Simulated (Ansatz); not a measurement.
Crystal: Cu.

```
Cu
1.0
     0.00000    1.80750    1.80750
     1.80750    0.00000    1.80750
     1.80750    1.80750    0.00000
Cu
1
Direct
  0.00000 0.00000 0.00000
```

- Program: Ansatz 0.2.0
- Task: relaxation of cell and atoms
- Functional: RPBE
- Dispersion: D4
- Potentials or basis: all-electron LAPW, scalar-relativistic
- Basis error allowed: 0.001 eV/atom
- k mesh: 13 × 13 × 13
- Occupations: fermi-dirac, width 0.05 eV
- Spin: no spin polarisation

At the start: volume 11.81 Å³/atom.

**Question.** Where does the relaxation end?

**Answer.** Over 5 steps the energy falls by 15.2 meV/atom and the volume is 11.21 Å³/atom (-5.1 %); space group Fm-3m (No. 225, to 0.05 Å).

Step by step:
| step | energy change (eV) | largest force (eV/Å) | volume (Å³) |
| --- | --- | --- | --- |
| 1 | 0.0000 | 0.0000 | 11.81 |
| 2 | -0.0115 | 0.0000 | 11.50 |
| 3 | -0.0152 | 0.0000 | 11.18 |
| 4 | -0.0152 | 0.0000 | 11.21 |
| 5 | -0.0152 | 0.0000 | 11.21 |

Final structure:
```yaml
crystal:
  lattice:
    - [0.00000, 1.77650, 1.77650]
    - [1.77650, 0.00000, 1.77650]
    - [1.77650, 1.77650, 0.00000]
  atoms:
    - { symbol: Cu, position: [0.00000, 0.00000, 0.00000] }
```
